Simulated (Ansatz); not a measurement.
## Cu under changes of volume

One of the cells (11.810 Å³/atom); the others are scaled copies at fixed shape and fractional positions:

```
CELL_PARAMETERS angstrom
0.00000 1.80750 1.80750
1.80750 0.00000 1.80750
1.80750 1.80750 0.00000
ATOMIC_POSITIONS crystal
Cu 0.00000 0.00000 0.00000
```

* Program: Ansatz 0.2.0
* Functional: B3LYP
* Potentials or basis: Ansatz PAW
* Cutoff: 420 eV (not typed: the program's choice for these potentials)
* k mesh: 7 × 7 × 7
* Occupations: fermi-dirac, width 0.05 eV
* Spin: no spin polarisation

```csv
volume (Å³/atom),energy over the lowest point (meV/atom),pressure (GPa)
11.102,73.27,18.7
11.338,48.78,14.6
11.574,29.97,11.0
11.810,?,?
12.047,6.96,4.9
12.283,1.67,2.3
12.519,0.00,0.1
```

Problem. What does the run at 11.810 Å³/atom give?

Solution. Energy over the lowest point 16.25 meV/atom; pressure 7.8 GPa.

Worked out: A Birch-Murnaghan fit of order 3 (a polynomial in V^(-2/3)) to the other rows has its minimum at 12.52 Å³/atom, just outside them, with B0 = V·E''(V) = 113 GPa and B' = 5.2. It gives 16.23 meV/atom at 11.810 Å³/atom, against the run's 16.25, and -dE/dV = 7.7 GPa, against 7.8.

Energies are extrapolated to zero smearing.

Caveats: all runs use coarse meshes; the PAW data sets come from PBE, with cores solved anew for the run's functional, which leaves a small shift of forces and pressure; the thresholds are loose for stress.
